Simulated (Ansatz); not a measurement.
# Sc under changes of volume

One of the cells (25.002 Å³/atom); the others are scaled copies at fixed shape and fractional positions:

```
Sc
1.0
     3.30900    0.00000    0.00000
    -1.65450    2.86568    0.00000
     0.00000    0.00000    5.27330
Sc
2
Direct
  0.66667 0.33333 0.75000
  0.33333 0.66667 0.25000
```

```yaml
Program: Ansatz 0.2.0
Functional: exchange-only PBE
Potentials_or_basis: Ansatz PAW
Cutoff: "420 eV (not typed: the program's choice for these potentials)"
k_mesh: 9 × 9 × 5
Occupations: gaussian, width 0.1 eV
Spin: non-collinear spin, ferrimagnetic start
Starting_moments: "[[0.354, 0.354, 0.0], [-0.177, -0.177, -0.0]] μB"
```

```csv
volume (Å³/atom),energy over the lowest point (meV/atom),pressure (GPa),moment (μB per cell)
23.502,?,?,?
24.002,87.53,8.9,1.40
24.502,62.07,7.4,1.41
25.002,40.91,6.1,1.42
25.502,23.72,4.9,1.43
26.002,10.18,3.8,1.44
26.502,0.00,2.8,1.44
```

Q: What does the run at 23.502 Å³/atom give?

A: Energy over the lowest point 117.62 meV/atom; pressure 10.4 GPa; moment 1.38 μB per cell.

Worked out: A Birch-Murnaghan fit of order 3 (a polynomial in V^(-2/3)) to the other rows has no minimum within the range. It gives 117.68 meV/atom at 23.502 Å³/atom, against the run's 117.62, and -dE/dV = 10.5 GPa, against 10.4. A straight line through the other rows of the moment, of slope 0.0171 μB per Å³/atom, extrapolates to 1.39 μB, against the run's 1.38.

Energies are extrapolated to zero smearing.

Caveats: the PAW data sets come from PBE, with cores solved anew for the run's functional, which leaves a small shift of forces and pressure; the starting moments weren't kept.
